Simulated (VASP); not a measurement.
# Which native defect does CuTe form most easily?, part 3 of 8

Aim: formation energies of the vacancies and antisites of CuTe, in the two limits of its composition. The start is a cell from a database of measured crystal structures.

VASP 6.6.1, plane waves and PAW; the level of theory is named at each step.

So far. Step 2 (The host at zero pressure): An edge changed by 4 % against the database cell. In a metal the coarse mesh may share the blame. Step 3 (The perfect supercell): The host is treated as a metal, as its relaxation found a gap under 0.3 eV or none, and only the neutral defect is run.

## 4. Reference Cu

This step: PBEsol; plane waves and PAW (Cu) (VASP 6.6.1).

System of this step: Cu. Symmetry: Fm-3m, No. 225, cubic system. The conventional cell has a = 3.610 Å, b = 3.610 Å, c = 3.610 Å, α = 90.00°, β = 90.00°, γ = 90.00°. Nearest to Cu lie 12 Cu at 2.55 Å.

The reference for Cu is its crystal, relaxed at the cutoff of the large cell.

INCAR reads:

```
SYSTEM = Cu
PREC = Normal
ENCUT = 300
EDIFF = 1E-05
NELM = 120
ISMEAR = 1
SIGMA = 0.1
LREAL = Auto
ALGO = Fast
GGA = PS
NBANDS = 11
LORBIT = 11
LWAVE = .FALSE.
LCHARG = .FALSE.
KPAR = 8
IBRION = 2
NSW = 25
ISIF = 3
EDIFFG = -0.02
POTIM = 0.4
```

POSCAR reads:

```
Cu
1.0
    0.0000000000      1.8050000000      1.8050000000
    1.8050000000      0.0000000000      1.8050000000
    1.8050000000      1.8050000000      0.0000000000
Cu
1
Direct
    0.0000000000      0.0000000000      0.0000000000
```

KPOINTS reads:

```
Automatic mesh
0
Gamma
13 13 13
0 0 0
```

PAW data sets: Cu (PBE family, release 64).

Command:

```bash
$ mpirun -np 8 vasp_std
```

The log of the run:

```text
[banner, memory and clock lines left out]
running    8 mpi-ranks, on    1 nodes
 distrk:  each k-point on    1 cores,    8 groups
 distr:  one band on    1 cores,    1 groups

 POSCAR found type information on POSCAR Cu
 POSCAR found :  1 types and       1 ions
 [... a notice as in an earlier step ...]

|                                                                             |
|               ----> ADVICE to this user running VASP <----                  |
|                                                                             |
|     You have a (more or less) 'small supercell' and for smaller cells       |
|     it is recommended to use the reciprocal-space projection scheme!        |
|     The real-space optimization is not efficient for small cells and it     |
|     is also less accurate ...                                               |
|     Therefore, set LREAL=.FALSE. in the INCAR file.                         |
|                                                                             |

 [... a notice as in an earlier step ...]

 LDA part: xc-table for (Slater+PW92), standard interpolation
 POSCAR, INCAR and KPOINTS ok, starting setup
 FFT: planning ... GRIDC
 FFT: planning ... GRID_SOFT
 FFT: planning ... GRID
 WAVECAR not read
 entering main loop
       N       E                     dE             d eps       ncg     rms          rms(c)
DAV:   1     0.310052524716E+02    0.31005E+02   -0.39650E+03  1973   0.107E+03
DAV:   2    -0.480007082937E+01   -0.35805E+02   -0.33414E+02  1875   0.164E+02
DAV:   3    -0.538784418463E+01   -0.58777E+00   -0.56974E+00  2182   0.260E+01
DAV:   4    -0.539094328725E+01   -0.30991E-02   -0.30989E-02  2028   0.164E+00
DAV:   5    -0.539097445320E+01   -0.31166E-04   -0.31165E-04  2142   0.165E-01    0.839E+00
RMM:   6    -0.472689302820E+01    0.66408E+00   -0.45601E+00  1854   0.402E+01    0.484E+00
RMM:   7    -0.431558580746E+01    0.41131E+00   -0.75297E-01  1852   0.162E+01    0.996E-01
RMM:   8    -0.430437284896E+01    0.11213E-01   -0.15075E-02  1855   0.140E+00    0.252E-01
RMM:   9    -0.430295765935E+01    0.14152E-02   -0.33251E-03  1876   0.108E+00    0.208E-02
RMM:  10    -0.430298237713E+01   -0.24718E-04   -0.44579E-04  1891   0.314E-01    0.178E-02
RMM:  11    -0.430299003735E+01   -0.76602E-05   -0.10262E-04  1796   0.108E-01    0.101E-02
RMM:  12    -0.430299057071E+01   -0.53336E-06   -0.10511E-05  1375   0.428E-02
   1 F= -.43029906E+01 E0= -.43029821E+01  d E =-.430299E+01
 curvature:   0.00 expect dE= 0.000E+00 dE for cont linesearch  0.000E+00
 trial: gam= 0.00000 g(F)=  0.498E-64 g(S)=  0.396E-01 ort = 0.000E+00 (trialstep = 0.100E+01)
 search vector abs. value=  0.396E-01
 bond charge predicted
       N       E                     dE             d eps       ncg     rms          rms(c)
DAV:   1    -0.545594169150E+01   -0.11530E+01   -0.18328E+01  2052   0.860E+01    0.907E+00
RMM:   2    -0.470030046349E+01    0.75564E+00   -0.38720E+00  1855   0.379E+01    0.413E+00
RMM:   3    -0.433794740832E+01    0.36235E+00   -0.61715E-01  1856   0.146E+01    0.144E+00
RMM:   4    -0.431514024183E+01    0.22807E-01   -0.14809E-02  1888   0.145E+00    0.398E-01
RMM:   5    -0.431268400540E+01    0.24562E-02   -0.40187E-03  1871   0.117E+00    0.123E-01
RMM:   6    -0.431241855301E+01    0.26545E-03   -0.91238E-04  1882   0.498E-01    0.323E-02
RMM:   7    -0.431243549014E+01   -0.16937E-04   -0.29466E-04  1937   0.187E-01    0.844E-03
RMM:   8    -0.431243963919E+01   -0.41491E-05   -0.47414E-05  1600   0.742E-02
   2 F= -.43124396E+01 E0= -.43123280E+01  d E =-.944907E-02
[...]
3 F= -.43164958E+01 E0= -.43164253E+01  d E =-.135053E-01
[...]
4 F= -.43164418E+01 E0= -.43163671E+01  d E =-.134512E-01
[...]
5 F= -.43164764E+01 E0= -.43164030E+01  d E =-.134858E-01
[...]
6 F= -.43164179E+01 E0= -.43163422E+01  d E =0.584394E-04
 trial-energy change:    0.000058  1 .order   -0.000047   -0.000153    0.000059
 step:   0.6745(harm=  0.6745)  dis= 0.00000  next Energy=    -4.316531 (dE=-0.551E-04)
 bond charge predicted
       N       E                     dE             d eps       ncg     rms          rms(c)
DAV:   1    -0.431649177342E+01   -0.71569E-04   -0.86637E-04  2039   0.630E-01    0.599E-02
RMM:   2    -0.431645253526E+01    0.39238E-04   -0.15540E-04  1843   0.231E-01    0.254E-02
RMM:   3    -0.431643930806E+01    0.13227E-04   -0.20027E-05  1355   0.839E-02    0.109E-02
RMM:   4    -0.431643768815E+01    0.16199E-05   -0.99543E-07  1184   0.120E-02
   7 F= -.43164377E+01 E0= -.43163625E+01  d E =0.386733E-04
 curvature:  -0.05 expect dE=-0.111E-05 dE for cont linesearch -0.111E-05
 trial: gam=-0.12189 g(F)=  0.303E-62 g(S)=  0.206E-04 ort = 0.232E-04 (trialstep = 0.884E+00)
 search vector abs. value=  0.153E-04
 reached required accuracy - stopping structural energy minimisation
```

Run time: 2.2 s. Hardware: 8 MPI ranks of Intel Xeon 6975P-C (Granite Rapids), shared host; peak memory 0.81 GiB.

OUTCAR, selected parts (step 4):

```text
  LATTYP: Found a face centered cubic cell.
 ALAT       =     3.6100000000

 Subroutine GETGRP returns: Found 48 space group operations
 (whereof 48 operations were pure point group operations)

The static configuration has the point symmetry O_h .

 Found     84 irreducible k-points:

   k-points           NKPTS =     84   k-points in BZ     NKDIM =     84   number of bands    NBANDS=     11

   dimension x,y,z NGX =    12 NGY =   12 NGZ =   12
   dimension x,y,z NGXF=    24 NGYF=   24 NGZF=   24

   ENCUT  =  300.0 eV  22.05 Ry    4.70 a.u.   3.61  3.61  3.61*2*pi/ulx,y,z

   NELECT =      11.0000    total number of electrons

 E-fermi :   8.2618

 k-point     1 :       0.0000    0.0000    0.0000
  band No.  band energies     occupation
    ...
      2       4.8654      2.00000
      3       4.8654      2.00000
      4       4.8654      2.00000
      5       5.7684      2.00000
      6       5.7684      2.00000
      7      31.0563      0.00000
      8      34.0699      0.00000
      9      34.0700      0.00000
     10      34.0700      0.00000
     11      36.5949      0.00000

 k-point     2 :       0.0769    0.0000    0.0000
  band No.  band energies     occupation
    ...
      2       4.8153      2.00000
      3       4.9086      2.00000
      4       4.9086      2.00000
      5       5.7516      2.00000
      6       5.7516      2.00000
      7      29.7321      0.00000
      8      32.1841      0.00000
      9      33.4445      0.00000
     10      33.4446      0.00000
     11      37.5169      0.00000

  Total       -0.0133293     -0.0133293     -0.0133293     -0.0000000     -0.0000000     -0.0000000
  in kB       -1.9041257     -1.9041257     -1.9041257     -0.0000000     -0.0000000     -0.0000000
  external PRESSURE =      -1.9041257 kB  Pullay stress =       0.0000000 kB

  energy-cutoff  :      300.00
  volume of cell :       11.22
      direct lattice vectors                 reciprocal lattice vectors
     0.000000000  1.776633240  1.776633240    -0.281431186  0.281431186  0.281431186
     1.776633240  0.000000000  1.776633240     0.281431186 -0.281431186  0.281431186
     1.776633240  1.776633240 -0.000000000     0.281431186  0.281431186 -0.281431186

 POSITION                                       TOTAL-FORCE (eV/Angst)
 -----------------------------------------------------------------------------------
      0.00000      0.00000      0.00000        -0.000000      0.000000      0.000000
 -----------------------------------------------------------------------------------
    total drift:                                0.000000      0.000000     -0.000000

  FREE ENERGIE OF THE ION-ELECTRON SYSTEM (eV)
  ---------------------------------------------------
  free  energy   TOTEN  =        -4.3164376882 eV

  energy  without entropy=       -4.3162122058  energy(sigma->0) =       -4.31636253

 total charge
# of ion       s       p       d       tot
------------------------------------------
    1        0.469   0.425   9.170  10.064

[... 1 part as in an earlier step ...]

[... 7 further parts left out ...]
```

This run has no spin polarisation. Its electron count is odd, so without a moment it is a metal by construction. The run keeps the 48 symmetry operations of its start, so it cannot find a distortion of lower symmetry.

The steps of the relaxation:

```
step  energy less that of the first step (eV)  largest force (eV/Å)  pressure (GPa)  volume (Å³)
   1                                   0.0000                0.0000           -7.97        11.76
   2                                  -0.0094                0.0000            5.12        10.98
   3                                  -0.0135                0.0000           -0.61        11.25
   4                                  -0.0135                0.0000            0.44        11.22
   5                                  -0.0135                0.0000           -1.34        11.23
   6                                  -0.0134                0.0000            0.52        11.21
   7                                  -0.0134                0.0000           -0.19        11.22
```

```
conventional cell, symmetrised  before  after  change
                         a (Å)   3.610  3.553  -1.6 %
                         b (Å)   3.610  3.553  -1.6 %
                         c (Å)   3.610  3.553  -1.6 %
              volume (Å³/atom)   11.76  11.22  -4.6 %
```

Final coordinates:

```xyz
1
Lattice="0.0000 1.7766 1.7766 1.7766 0.0000 1.7766 1.7766 1.7766 0.0000" Properties=species:S:1:pos:R:3 pbc="T T T"
Cu    0.0000    0.0000    0.0000
```

Numbers from this step:

```
electronic cycles       : 46
electrons               : 11
free energy (TOTEN)     : -4.316 eV
energy at zero smearing : -4.316 eV
Fermi energy            : 8.262 eV
```

The run ended after 7 ionic steps, 0.013 eV below its first step, once forces and stress met EDIFFG = -0.02.

Energy at zero smearing: -4.31636 eV.

(Continued in part 4 of 8.)

[Lines on the potential files, build, host, timing and source positions are cut from VASP's logs without a mark.]

[Logs are printed without paths, hosts, clocks, repeated set-up lines and the standing remarks that a program may print on its own settings, such as how far it seeks lower states.]

[Hosts, paths, dates, database ids (printed as entryN), source tags and the programs' standing remarks are cut or masked in the printed files.]

[In band tables of VASP the shares of atoms and orbitals are scaled to a sum of 1 inside the atoms' spheres.]

[Runs that stopped without an error message from VASP are left out.]
